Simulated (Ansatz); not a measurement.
A calculation with Ansatz 0.2.0 of Rb (native input, Cartesian positions):

input.yaml

```yaml
crystal:
  lattice:
    - [-2.8025, 2.8025, 2.8025]
    - [2.8025, -2.8025, 2.8025]
    - [2.8025, 2.8025, -2.8025]
  atoms:
    - { symbol: Rb, spin: 0.5, position_ang: [0.0, 0.0, 0.0] }
hamiltonian:
  xc: pbe
  pseudopotentials: { kind: paw }
magnetization:
  spin_polarized: true
kpoints:
  mp_grid: { grid: [7, 7, 7] }
scf:
  occupations: { method: gaussian, width: 0.01 }
output:
  forces: true
  stress: true
  eigenvalues: true
```

Potentials or basis: Ansatz PAW.

Command:

```bash
$ ansatz run input.yaml --threads 1 --pin off --max-ram 2560MiB --backend cpu --events-out ev --progress --plain --runs-dir out
```

**Question.** Write the same calculation in another form: native input, structure typed inline.

**Answer.** As run:

Contents of input.yaml:

```yaml
crystal:
  lattice:
    - [-2.8025, 2.8025, 2.8025]
    - [2.8025, -2.8025, 2.8025]
    - [2.8025, 2.8025, -2.8025]
  atoms:
    - { symbol: Rb, position: [0.0, 0.0, 0.0], spin: 0.5 }
hamiltonian:
  xc: pbe
  pseudopotentials: { kind: paw }
magnetization:
  spin_polarized: true
kpoints:
  mp_grid: { grid: [7, 7, 7] }
scf:
  occupations: { method: gaussian, width: 0.01 }
output:
  forces: true
  stress: true
  eigenvalues: true
```

Potentials or basis: Ansatz PAW.

Launch:

```console
$ ansatz run input.yaml --threads 1 --pin off --max-ram 2560MiB --backend cpu --events-out ev --progress --plain --runs-dir out
```

Both were run:

|  | native input, Cartesian positions | native input, structure typed inline |
| --- | --- | --- |
| Pressure | 0.1 GPa | 0.1 GPa |
| Band gap on the k mesh | none (metal or under the smearing width) | none (metal or under the smearing width) |
| Net moment | 0.03 μB per cell | 0.03 μB per cell |
| Absolute moment | 0.03 μB per cell | 0.03 μB per cell |

Keys that steer only the numerical path or the files written may differ.

Caveat: the starting moments weren't kept.
